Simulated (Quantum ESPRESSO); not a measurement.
Au, 1 atom in the cell. It takes space group Fm-3m (No. 225, cubic). The conventional cell has a = 4.070 Å, b = 4.070 Å, c = 4.070 Å, α = 90.00°, β = 90.00°, γ = 90.00°. Au (site symmetry m-3m) is surrounded by 12 Au at 2.88 Å. 

* Program: Quantum ESPRESSO 7.5
* Task: Wannier functions
* Functional: PBEsol
* Potentials or basis: PseudoDojo 0.4.1 SR PBEsol standard
* Cutoff: 1034 eV
* Density cutoff: 4136 eV
* k mesh: 8 × 8 × 8
* Occupations: fermi-dirac, width 0.05 eV
* Spin: no spin polarisation
* Mixing beta: 0.5
* Most SCF iterations: 120
* SCF threshold: 2e-10 Ry
* k mesh for the Wannier functions: 7 × 7 × 7

Potentials or basis: PseudoDojo 0.4.1 SR PBEsol standard.

Launch:

```sh
$ OMP_NUM_THREADS=1 pw.x -in pw.in > pw.out
$ OMP_NUM_THREADS=1 pw.x -in nscf.in > nscf.out
$ wannier90.x -pp w
$ OMP_NUM_THREADS=1 pw2wannier90.x -in pw2wan.in > pw2wan.out
$ wannier90.x w
$ OMP_NUM_THREADS=1 pw.x -in bands.in > bands.out
```

Hardware: 1 thread of Intel(R) Xeon(R) 6975P-C (Granite Rapids), with other jobs on the host.

Task: How long does it take, and how much memory?

Result: Run time: 86 s on 1 thread of Intel(R) Xeon(R) 6975P-C (Granite Rapids) (shared host), peak memory 0.17 GiB. Counts: scf iterations 8, k pools 1, bands 16, k points 29, g dense 10081.
